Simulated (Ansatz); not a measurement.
**AgCl: how strain makes field gradients**

```
CELL_PARAMETERS angstrom
0.00000 2.77315 2.77315
2.77315 0.00000 2.77315
2.77315 2.77315 0.00000
ATOMIC_POSITIONS crystal
Ag 0.50000 0.50000 0.50000
Cl 0.00000 0.00000 0.00000
```

Atom numbers follow the list: Ag1, Cl2.

The geometry is COD entry 9011666, unchecked; take it as a test cell.

The calculation used DFT, LDA, all-electron PAW with datasets made for the crystal, scalar-relativistic in Ansatz 0.2.0.

Settings: a Γ-centred 8×8×8 k mesh, Fermi–Dirac smearing of 0.02 eV, cutoff 260 eV (chosen by the program for this cell), no spin polarisation.

The strain is applied along the Cartesian axes of the cell as listed (the other components stay zero). Fractional coordinates are held (clamped ions).

The columns are Cartesian components of the electric field gradient at the nuclei, in 10²¹ V/m².

Spin–orbit coupling is left out, which moves gradients at and beside heavy atoms by some per cent and at worst by a factor of two.

Only quantities that a quadratic follows smoothly over the whole series are listed; rougher ones are left out.

```
    εzz  Vzz at Ag1  Vzz at Cl2
-0.0300       -1.44        1.63
-0.0200       -0.94        1.07
 0.0000        0.00        0.00
 0.0100        0.44       -0.52
 0.0200        0.86       -1.03
 0.0300        1.27       -1.52
```

**Question.** Fit the series and give the gradient–strain slopes.

**Answer.** Least-squares fits y = p0 + p1 x + p2 x² to the rows give Vzz at Ag1: p1 = 45.1, p2 = -93; Vzz at Cl2: p1 = -52.5, p2 = 62. The slopes p1 are in 10²¹ V/m² per unit strain, for clamped ions.

**Question.** One run, at εzz = -0.0100, is withheld. Predict its row.

**Answer.** The fits give -0.46, 0.53; the run gave -0.46, 0.53.
